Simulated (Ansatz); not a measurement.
# Relaxing TiAl3

The calculation used Ansatz 0.2.0, DFT r2SCAN, scalar-relativistic, plane waves, PAW. Settings: 500 eV cutoff, 14×14×14 k-mesh, Gaussian smearing of 0.10 eV, no spin polarisation.

What was changed: biaxial strain in the a-b plane, c and atoms relaxed: +4.0 %.

Command:

```bash
ansatz run input.yaml --threads 1 --pin off --max-ram 2560MiB --backend cpu --events-out ev --progress --plain --runs-dir out
```

Input:

```yaml
crystal:
  lattice:
    - [4.1138981, 0.0, 0.0]
    - [0.0, 4.1138981, 0.0]
    - [0.0, 0.0, 3.86073514]
  atoms:
    - { symbol: Ti, position: [0.0, 0.0, 0.0] }
    - { symbol: Al, position: [0.5, 0.5, 0.0] }
    - { symbol: Al, position: [0.5, 0.0, 0.5] }
    - { symbol: Al, position: [0.0, 0.5, 0.5] }
basis:
  ecutwfc: 500
kpoints:
  mp_grid: { grid: [14, 14, 14] }
hamiltonian:
  xc: r2scan
scf:
  occupations: { method: gaussian, width: 0.1 }
output:
  forces: true
  stress: true
  eigenvalues: true
relax:
  adjacent_minimum: "off"
  f_tol: 0.008
  max_steps: 40
  cell: { stress_tol: 0.015, fix: [a, b, gamma] }
```

F is the free energy. Steps run on the plane waves of an earlier cell, but the last one, and at times one on the way, on a freshly chosen basis, so a repeated geometry can differ a little in energy. The held parts of the cell keep their stress, so P needn't end at zero.

Steps:

```tsv
step	F − F(1) (eV)	largest force component (eV/Å)	V (Å³/atom)	P (GPa)
1	0.0000	0.000	16.335	-5.39
2	-0.0002	0.000	16.276	-5.03
3	-0.0003	0.000	16.295	-5.15
4	-0.0002	0.000	16.295	-5.15
```

Relaxed structure:

```
CELL_PARAMETERS angstrom
4.11390 0.00000 0.00000
0.00000 4.11390 0.00000
0.00000 0.00000 3.85132
ATOMIC_POSITIONS crystal
Ti 0.00000 0.00000 0.00000
Al 0.50000 0.50000 0.00000
Al 0.50000 0.00000 0.50000
Al 0.00000 0.50000 0.50000
```

It takes space group P4/mmm (No. 123, tetragonal). Conventional cell: a = 4.114 Å, b = 4.114 Å, c = 3.851 Å, α = 90.00°, β = 90.00°, γ = 90.00°. Ti (site symmetry 4/mmm) has 12 Al at 2.82 to 2.91 Å as nearest neighbours. Around Al (site symmetry 4/mmm) lie 8 Al at 2.82 Å and 4 Ti at 2.91 Å. Al (site symmetry mmm) is surrounded by 4 Ti at 2.82 Å and 8 Al at 2.82 to 2.91 Å.

The run converged. The run took 37 s on 1 thread of AMD EPYC 9R45 96-Core Processor (Zen 5), on a shared host, peak memory 0.81 GiB.